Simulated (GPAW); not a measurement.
Crystal: GaN.

```
Ga N
1.0
     0.00000    2.25350    2.25350
     2.25350    0.00000    2.25350
     2.25350    2.25350    0.00000
Ga N
1 1
Direct
  0.00000 0.00000 0.00000
  0.25000 0.25000 0.25000
```

The cell is a database's computed one.

Base run:

- Program: GPAW 26.7.0
- Functional: TASK
- Potentials or basis: GPAW PAW data sets (gpaw-data 1.2.1)
- Cutoff: 800 eV
- Basis: pw
- k mesh: 10 × 10 × 10
- Occupations: fermi-dirac, width 0.05 eV
- Spin: spin-orbit coupling, no magnetisation

Its results: band gap on the k mesh 2.90 eV, direct; pressure 11.0 GPa.

Question: The run is repeated on the same cell with these changes: functional from TASK to r2SCAN. What comes out?

Answer: Band gap on the k mesh 2.29 eV, direct; pressure 4.5 GPa.

Caveats: spin-orbit coupling was added after a scalar SCF, so levels and gaps hold it while energy, forces, pressure and moments don't; this program's spin-orbit splittings come out too wide for heavy elements; the PAW data sets were made with another functional, which shifts forces and pressure a little.

Not every run made on this cell is shown here.
